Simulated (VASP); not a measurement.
The system is ZrSe2.

```
Zr Se
1.0
     3.79800    0.00000    0.00000
    -1.89900    3.28916    0.00000
     0.00000    0.00000    6.19200
Zr Se
1 2
Direct
  0.00000 0.00000 0.00000
  0.33333 0.66667 0.25000
  0.66667 0.33333 0.75000
```

```yaml
Program: VASP 6.6.1
Task: relaxation of cell and atoms
Functional: PBE
Dispersion: D3(BJ)
Potentials_or_basis: VASP PAW PBE potentials, release 64 (Zr_sv, Se)
Cutoff: 600 eV
k_mesh: 9 × 9 × 5
Occupations: gaussian, width 0.03 eV
Spin: no spin polarisation
```

At the start: pressure -0.4 GPa; volume 25.78 Å³/atom.

Task: Where does the relaxation end?

Result: Over 15 steps the energy falls by 11.2 meV/atom and the volume is 24.35 Å³/atom (-5.6 %); space group P-3m1 (No. 164, to 0.05 Å).

The path:
| step | energy change (eV) | largest force (eV/Å) | pressure (GPa) | volume (Å³) |
| --- | --- | --- | --- | --- |
| 1 | 0.0000 | 0.3158 | -0.45 | 77.35 |
| 2 | -0.0147 | 0.2208 | -0.25 | 76.54 |
| 3 | -0.0201 | 0.1203 | -0.05 | 75.74 |
| 4 | -0.0234 | 0.0781 | -0.26 | 75.51 |
| 5 | -0.0293 | 0.0461 | -0.82 | 74.83 |
| 6 | -0.0299 | 0.1058 | -1.05 | 74.51 |
| 7 | -0.0311 | 0.0914 | -0.91 | 74.25 |
| 8 | -0.0332 | 0.0493 | -0.45 | 73.48 |
| 9 | -0.0312 | 0.0363 | 0.54 | 71.94 |
| 10 | -0.0335 | 0.0243 | -0.19 | 73.08 |
| 11 | -0.0335 | 0.0227 | -0.19 | 73.05 |
| 12 | -0.0334 | 0.0115 | -0.05 | 72.85 |
| 13 | -0.0335 | 0.0212 | -0.15 | 73.02 |
| 14 | -0.0335 | 0.0160 | -0.12 | 73.02 |
| 15 | -0.0337 | 0.0013 | -0.02 | 73.04 |

Final structure:
```yaml
crystal:
  lattice:
    - [3.74035, 0.00000, 0.00000]
    - [-1.87018, 3.23924, 0.00000]
    - [0.00000, 0.00000, 6.02807]
  atoms:
    - { symbol: Zr, position: [0.00000, 0.00000, 0.00000] }
    - { symbol: Se, position: [0.33333, 0.66667, 0.26500] }
    - { symbol: Se, position: [0.66667, 0.33333, 0.73500] }
```
